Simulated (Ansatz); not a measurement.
**From three elastic constants to directional properties of NbN**

These are results of DFT PBEsol, scalar-relativistic, plane waves, PAW (Ansatz), not measurements. Plane waves to 420 eV; Γ-centred k mesh 16×16×16; Fermi-Dirac smearing of 0.15 eV. No spin polarisation.

Equilibrium structure at this level:
```
Nb N
1.0
     0.00000    2.19089    2.19089
     2.19089    0.00000    2.19089
     2.19089    2.19089    0.00000
Nb N
1 1
Direct
  0.50000 0.50000 0.50000
  0.00000 0.00000 0.00000
```

In a metal, frequencies and elastic constants depend on the k mesh and the smearing, soft modes and shear constants most.

With ions relaxed, on the cubic axes: C11 = 709.5, C12 = 142.6, C44 = 81.1 GPa. The density is 8.441 g/cm³.

Problem. Is the crystal stable against strain, and how anisotropic is it?

Solution. Born's conditions hold: C11 + 2C12 = 994.7, C11 − C12 = 566.9 and C44 = 81.1 GPa are all positive. B = (C11 + 2C12)/3 = 331.6 GPa. The two shear moduli are C44 and C′ = (C11 − C12)/2 = 283.5 GPa, so Zener's ratio is A = C44/C′ = 0.29: the shear C44 is the soft one, as in NaCl, KCl, the halide perovskites and the bcc metals V, Nb, Cr and Mo. The Cauchy pressure C12 − C44 is 61.5 GPa; it would vanish for pair forces between atoms on inversion centres at zero pressure, and a positive value is usual with metallic or many-body binding.

Problem. Give the sound speeds along the three symmetry directions.

Solution. The Christoffel equation gives ρv² for each branch:
| direction | branch | ρv² | GPa | v (m/s) |
| --- | --- | --- | --- | --- |
| [100] | L | C11 | 709.5 | 9168 |
| [100] | T (×2) | C44 | 81.1 | 3099 |
| [110] | L | (C11 + C12 + 2C44)/2 | 507.1 | 7751 |
| [110] | T, u ∥ [001] | C44 | 81.1 | 3099 |
| [110] | T, u ∥ [1-10] | (C11 − C12)/2 | 283.5 | 5795 |
| [111] | L | (C11 + 2C12 + 4C44)/3 | 439.6 | 7217 |
| [111] | T (×2) | (C11 − C12 + C44)/3 | 216.0 | 5058 |

Problem. How does Young's modulus depend on direction?

Solution. Inverting gives S11 = 1.511, S12 = -0.253, S44 = 12.337 TPa⁻¹. Along a unit vector (l, m, n), 1/E = S11 − 2(S11 − S12 − S44/2)(l²m² + m²n² + n²l²), where the last bracket is 0, 1/4 and 1/3 for [100], [110] and [111]: E = 662, 269 and 225 GPa. With A < 1 the cube edge is stiffest. For a film on (001), the biaxial modulus is C11 + C12 − 2C12²/C11 = 795 GPa and the normal strain is −2C12/C11 = -0.40 times the in-plane one.

Cost: 2 runs of about 1.6 core-minutes in all, on Arm Neoverse V1, AMD EPYC 7R43 (Zen 3) (shared hosts).

NbN combines strong resistance to compression with a weak response to one particular shear. Stretching along a cube axis works directly against the Nb–N σ bonds, formed from metal d(e_g) and nitrogen p orbitals, which accounts for the large C11 of 709.5 GPa. The C44 shear mainly bends these bonds. Compared with the group 4 nitrides, niobium also brings one more valence electron, which enters metal t2g states whose d–d overlap favours this distortion. That filling probably explains much of the low value of 81.1 GPa, so the likeness to NaCl lies in the sense of the anisotropy, not in its electronic origin. The positive Cauchy pressure thus reflects a soft C44 as much as any large C12, and is no evidence of ductility by itself. Nor does the high bulk modulus imply comparable hardness, since plastic flow depends on shear. Born's conditions test only uniform strain; they don't exclude the short-wavelength phonon instabilities known for ideal, stoichiometric rocksalt NbN in the harmonic approximation.
